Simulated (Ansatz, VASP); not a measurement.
Two plane-wave programs on BN

```
B N
1.0
     0.00000    1.68553    1.81239
     1.81239    0.00000    1.81239
     1.81239    1.68553    0.00000
B N
1 1
Cartesian
  0.0000 0.0000 0.0000
  2.7186 2.5283 2.7186
```

Change from the starting cell: engineering shear strain xz +0.0000, normal strain along z -0.0700.

Alike in both runs: task single point; functional PBE; k mesh 12 × 12 × 12; occupations gaussian, width 0.05 eV; no spin polarisation.

|  | VASP | Ansatz |
| --- | --- | --- |
| version | VASP 6.6.1 | Ansatz 0.2.0 |
| potentials or method | VASP PAW PBE potentials, release 64 (B, N) | scalar-relativistic, plane waves, PAW |
| plane-wave cutoff (eV) | 520 | 520 |
| valence electrons in the cell | 8 | 8 |

```tsv
	VASP	Ansatz	Ansatz less VASP
gap on the k mesh at the Fermi level (eV)	3.24	3.26	+0.015
least direct gap on the mesh (eV)	8.39	8.40	+0.014
pressure (GPa)	31.0	30.7	-0.39
largest component of the traceless stress (GPa)	28.24	28.23	-0.008
```

Caveats: so large a pressure means that the cell lies far from this level's equilibrium, or that cutoff or potentials fall short (VASP). A k mesh can miss the band edges.
